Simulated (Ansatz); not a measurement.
A crystal relaxed with r2SCAN in Ansatz has space group F-43m (No. 216) and a = 4.370 Å.

```tsv
atom	site	x	y	z
Al	4a	0.0000	0.0000	0.0000
Xx	4d	0.2500	0.2500	0.7500
```

The r2SCAN gap is indirect, 3.94 eV (Γ to X), below the direct gap of 4.84 eV at Γ. The HSE06 gap is indirect, 4.55 eV (Γ to X), below the direct gap of 5.55 eV at Γ. Meshes: r2SCAN 10×10×10, HSE06 8×8×8. r2SCAN's ε∞ is 4.3 in all directions.

Problem. Which element is Xx?
A. N
B. P
C. Bi
D. Sb

Solution. A. Xx is N: AlN in the zincblende structure. Al has 4 N at 1.89 Å; N has 4 Al at 1.89 Å.

No spin polarisation and no zero-point or thermal motion.

The meshes of the hybrids are coarse, so their gaps aren't converged to the digits shown.
